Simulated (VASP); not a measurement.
**C: relaxation of cell and atoms with PBE+D3(BJ)**

C:

```
C
1.0
     2.46656    0.00000    0.00000
    -1.23328    2.13610    0.00000
     0.00000    0.00000    6.69459
C
4
Cartesian
  0.0000 0.0000 5.0209
  0.0000 0.0000 1.6736
  0.0000 1.4241 5.0209
  1.2333 0.7120 1.6736
```

* Program: VASP 6.6.1
* Task: relaxation of cell and atoms
* Functional: PBE
* Dispersion: D3(BJ)
* Potentials or basis: VASP PAW PBE potentials, release 64 (C)
* Cutoff: 520 eV
* k mesh: 9 × 9 × 4
* Occupations: gaussian, width 0.02 eV
* Spin: no spin polarisation
* Further INCAR settings: ALGO = Normal; EDIFF = 1e-07; IBRION = 2; EDIFFG = -0.002; NSW = 80; ISIF = 3

The pressure after relaxing is 0.0 GPa, the band gap on the k mesh is none (metal or under the smearing width) and the dispersion energy per atom is -0.157 eV.

Final structure:
```
C
1.0
     2.46656    0.00000    0.00000
    -1.23328    2.13610    0.00000
     0.00000    0.00000    6.69459
C
4
Direct
  0.00000 0.00000 0.75000
  0.00000 0.00000 0.25000
  0.33333 0.66667 0.75000
  0.66667 0.33333 0.25000
```

Levels at points of the mesh, in eV from the Fermi level:
```tsv
k point	band 6	band 7	band 8	band 9	band 10	band 11
(0.00, 0.00, 0.00)	-3.01	-2.99	-2.99	4.32	8.32	8.32
(0.00, 0.00, 0.50)	-3.00	-3.00	-3.00	6.98	6.98	8.34
```

Run time: 9.3 s on 4 MPI ranks on AMD EPYC 7R43 64-Core Processor (Zen 3), with other jobs on the host, peak memory 0.12 GiB a rank.

Caveat: the relaxation stopped at its first step, so nothing moved.
